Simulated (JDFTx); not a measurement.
# Ta (Im-3m) in JDFTx: convergence with rho ratio

Aim: find how far rho ratio must go before the results for Ta settle, at PBE. This setting moves, with any that are tied to it; all else stays.

All numbers are computed with JDFTx 1.7.0 (patched build); they aren't measurements. Logs are shortened: lines on timing, memory, paths and dates and some standing lists are left out, and cuts for length are marked. The log counts tension as positive stress, the text compression.

## Step 1: The crystal as given

The structure is cubic, space group Im-3m (No. 229). Conventional cell: a = 3.303 Å, b = 3.303 Å, c = 3.303 Å, α = 90.00°, β = 90.00°, γ = 90.00°. Around Ta (site symmetry m-3m) lie 8 Ta at 2.86 Å.

## Step 2: With rho ratio 4

File Ta.in:

```
lattice \
   -3.1204669551     3.1204669551     3.1204669551 \
    3.1204669551    -3.1204669551     3.1204669551 \
    3.1204669551     3.1204669551    -3.1204669551
coords-type Cartesian
ion Ta     0.0000000000     0.0000000000     0.0000000000 1

ion-species pseudo/Ta.upf
elec-cutoff 37
elec-ex-corr gga-PBE
kpoint-folding 11 11 11
elec-smearing Fermi 0.0018374661
elec-n-bands 20
electronic-SCF nIterations 100 energyDiffThreshold 1e-09
electronic-minimize nIterations 30 energyDiffThreshold 1e-7
forces-output-coords Cartesian

dump-name run.$VAR
dump End Ecomponents EigStats BandEigs Kpoints Forces Stress
```

Potentials or basis: Ansatz-NC-SR-PBE.

Launch:

```sh
$ jdftx -c 1 -i Ta.in -o Ta.out
```

It took 35 s on 1 thread of Arm Neoverse V1, shared host; peak memory 0.09 GiB.

It converged, with:

```
Free energy            : -7157.2850 eV
Pressure               : 38.8 GPa
Band gap on the k mesh : none (metal or under the smearing width)
```

## Step 3: With rho ratio 5

Edit Ta.in of step 2 so:

```diff
@@ -8,3 +8,3 @@
 ion-species pseudo/Ta.upf
-elec-cutoff 37
+elec-cutoff 37 185
 elec-ex-corr gga-PBE
```

Potentials or basis: Ansatz-NC-SR-PBE.

Launch:

```sh
$ jdftx -c 1 -i Ta.in -o Ta.out
```

It took 36 s on 1 thread of Arm Neoverse V1, shared host; peak memory 0.1 GiB.

The run converged. Its results:

```yaml
Free_energy: -7156.4408 eV
Pressure: -78.4 GPa
Band_gap_on_the_k_mesh: none (metal or under the smearing width)
```

## Step 4: With rho ratio 6

Edit Ta.in of step 3 so:

```diff
@@ -8,3 +8,3 @@
 ion-species pseudo/Ta.upf
-elec-cutoff 37 185
+elec-cutoff 37 222
 elec-ex-corr gga-PBE
```

Launch:

```sh
$ jdftx -c 1 -i Ta.in -o Ta.out
```

Run time: 37 s. Hardware: 1 thread of Arm Neoverse V1, shared host; peak memory 0.1 GiB.

It converged, with:

* Free energy: -7156.7033 eV
* Pressure: 10.9 GPa
* Band gap on the k mesh: none (metal or under the smearing width)

## Step 5: With rho ratio 8

Edit Ta.in of step 4 so:

```diff
@@ -8,3 +8,3 @@
 ion-species pseudo/Ta.upf
-elec-cutoff 37 222
+elec-cutoff 37 296
 elec-ex-corr gga-PBE
```

Launch:

```sh
$ jdftx -c 1 -i Ta.in -o Ta.out
```

Wall time 39 s (1 thread of Arm Neoverse V1, shared host); peak memory 0.1 GiB.

The run converged. Its results:

| Item | Value |
| --- | --- |
| Free energy | -7157.0426 eV |
| Pressure | 13.2 GPa |
| Band gap on the k mesh | none (metal or under the smearing width) |

## Step 6: With rho ratio 10

Edit Ta.in of step 5 so:

```diff
@@ -8,3 +8,3 @@
 ion-species pseudo/Ta.upf
-elec-cutoff 37 296
+elec-cutoff 37 370
 elec-ex-corr gga-PBE
```

Potentials or basis: Ansatz-NC-SR-PBE.

Launch:

```sh
$ jdftx -c 1 -i Ta.in -o Ta.out
```

Standard output:

```text
[... set-up lines left out ...]
LCAOMinimize: Iter:   0  F: -262.9994188566482194  |grad|_K:  2.945e-04  alpha:  1.000e+00
	FillingsUpdate:  mu: +0.993278863  nElectrons: 27.000000
LCAOMinimize: Iter:   1  F: -263.0001422653067493  |grad|_K:  3.314e-06  alpha:  7.466e-01  linmin: -6.203e-03  cgtest:  2.088e-02
LCAOMinimize: Encountered beta<0, resetting CG.
	FillingsUpdate:  mu: +0.993276950  nElectrons: 27.000000
LCAOMinimize: Iter:   2  F: -263.0001423888734848  |grad|_K:  3.486e-08  alpha:  1.004e+00  linmin:  6.732e-04  cgtest: -3.984e-03
	FillingsUpdate:  mu: +0.993276991  nElectrons: 27.000000
LCAOMinimize: Iter:   3  F: -263.0001423888853083  |grad|_K:  5.590e-09  alpha:  1.124e+00  linmin:  1.296e-01  cgtest: -9.965e-01
LCAOMinimize: Converged (|Delta F|<1.000000e-06 for 2 iters).

-------- Electronic minimization -----------
Will mix electronic density at each iteration.
	FillingsUpdate:  mu: +0.993276991  nElectrons: 27.000000
	FillingsUpdate:  mu: +0.985683358  nElectrons: 27.000000
SCF: Cycle:  0   F: -263.015970318820507   dF: -1.583e-02   |Residual|: 1.941e-02   |deigs|: 1.045e-01
	FillingsUpdate:  mu: +0.983930837  nElectrons: 27.000000
SCF: Cycle:  1   F: -263.016423852560706   dF: -4.535e-04   |Residual|: 8.371e-03   |deigs|: 5.623e-03
	FillingsUpdate:  mu: +0.983021937  nElectrons: 27.000000
SCF: Cycle:  2   F: -263.016462691527863   dF: -3.884e-05   |Residual|: 2.644e-03   |deigs|: 2.626e-03
	FillingsUpdate:  mu: +0.982971388  nElectrons: 27.000000
SCF: Cycle:  3   F: -263.016463748833303   dF: -1.057e-06   |Residual|: 3.569e-04   |deigs|: 1.305e-04
	FillingsUpdate:  mu: +0.982957092  nElectrons: 27.000000
SCF: Cycle:  4   F: -263.016463901867155   dF: -1.530e-07   |Residual|: 1.990e-04   |deigs|: 6.728e-05
	FillingsUpdate:  mu: +0.982953999  nElectrons: 27.000000
SCF: Cycle:  5   F: -263.016463922723233   dF: -2.086e-08   |Residual|: 1.032e-04   |deigs|: 2.861e-05
	FillingsUpdate:  mu: +0.982956368  nElectrons: 27.000000
SCF: Cycle:  6   F: -263.016463930882423   dF: -8.159e-09   |Residual|: 6.958e-06   |deigs|: 1.763e-05
	FillingsUpdate:  mu: +0.982956650  nElectrons: 27.000000
SCF: Cycle:  7   F: -263.016463931891622   dF: -1.009e-09   |Residual|: 3.405e-06   |deigs|: 1.374e-06
	FillingsUpdate:  mu: +0.982956794  nElectrons: 27.000000
SCF: Cycle:  8   F: -263.016463932116949   dF: -2.253e-10   |Residual|: 2.434e-06   |deigs|: 4.155e-07
	FillingsUpdate:  mu: +0.982956628  nElectrons: 27.000000
SCF: Cycle:  9   F: -263.016463932172996   dF: -5.605e-11   |Residual|: 1.117e-06   |deigs|: 7.223e-07
SCF: Converged (|Delta E|<1.000000e-09 for 2 iters).

Setting wave functions to eigenvectors of Hamiltonian
WARNING: the partial cores' own exchange and correlation, taken off the total, pulls at atoms by up to 2.5e-32 Eh/a0
   and adds 10.646 GPa to the pressure: cores overlap, or the grid is coarse for them. See exc-core.

# Stress tensor in Cartesian coordinates [Eh/a0^3]:
[  -0.00044697            0            0  ]
[            0  -0.00044697            0  ]
[            0            0  -0.00044697  ]

# Ionic positions in cartesian coordinates:
ion Ta   0.000000000000000   0.000000000000000   0.000000000000000 1

# Forces in Cartesian coordinates:
force Ta  -0.000000000000000   0.000000000000000  -0.000000000000000 1

# Energy components:
   Eewald =     -212.5484120538281445
       EH =       65.5308713190342900
     Eloc =     -169.9961417842169169
      Enl =      -60.8564836080045595
      Exc =      -49.2461358695844851
 Exc_core =       33.4389001441148537
       KE =      130.6612402698953588
-------------------------------------
     Etot =     -263.0161615825896320
       TS =        0.0003023495833497
-------------------------------------
        F =     -263.0164639321729965

IonicMinimize: Iter:   0  F: -263.016463932172996  |grad|_K:  0.000e+00
IonicMinimize: Converged (|grad|_K<1.000000e-04).

#--- Lowdin population analysis ---
# oxidation-state Ta +0.078

Dumping 'run.eigStats' ...
	eMin: -1.482905 at state 0 ( [ +0.000000 +0.000000 +0.000000 ] spin 0 )
	HOMO: +0.980496 at state 2 ( [ +0.000000 +0.000000 +0.181818 ] spin 0 )
	mu  : +0.982957
	LUMO: +0.984205 at state 23 ( [ +0.090909 +0.181818 +0.363636 ] spin 0 )
	eMax: +1.709193 at state 26 ( [ +0.090909 +0.272727 -0.272727 ] spin 0 )
	HOMO-LUMO gap: +0.003709
	Optical gap  : +0.012587 at state 2 ( [ +0.000000 +0.000000 +0.181818 ] spin 0 )
Done!
```

Wall time 38 s (1 thread of Arm Neoverse V1, shared host); peak memory 0.1 GiB.

What came out:

| Item | Value |
| --- | --- |
| Free energy | -7157.0426 eV |
| Pressure | 13.2 GPa |
| Band gap on the k mesh | none (metal or under the smearing width) |

## Step 7: Summary

| rho ratio | energy less the tightest run, at zero smearing (meV/atom) | pressure (GPa) | SCF cycles | CPU time (s) | peak memory (GiB) |
| --- | --- | --- | --- | --- | --- |
| 4 | -242.44 | 38.81 | 10 | 35 | 0.09 |
| 5 | 601.81 | -78.44 | 10 | 36 | 0.1 |
| 6 | 339.28 | 10.89 | 10 | 37 | 0.1 |
| 8 | 0.00 | 13.15 | 10 | 39 | 0.1 |
| 10 | 0.00 | 13.15 | 10 | 38 | 0.1 |

Against the tightest run, the energy stays within 1 meV/atom from 8 on; the pressure stays within 0.1 GPa from 8 on. The tightest run that finished is the yardstick and may itself not be fully converged.
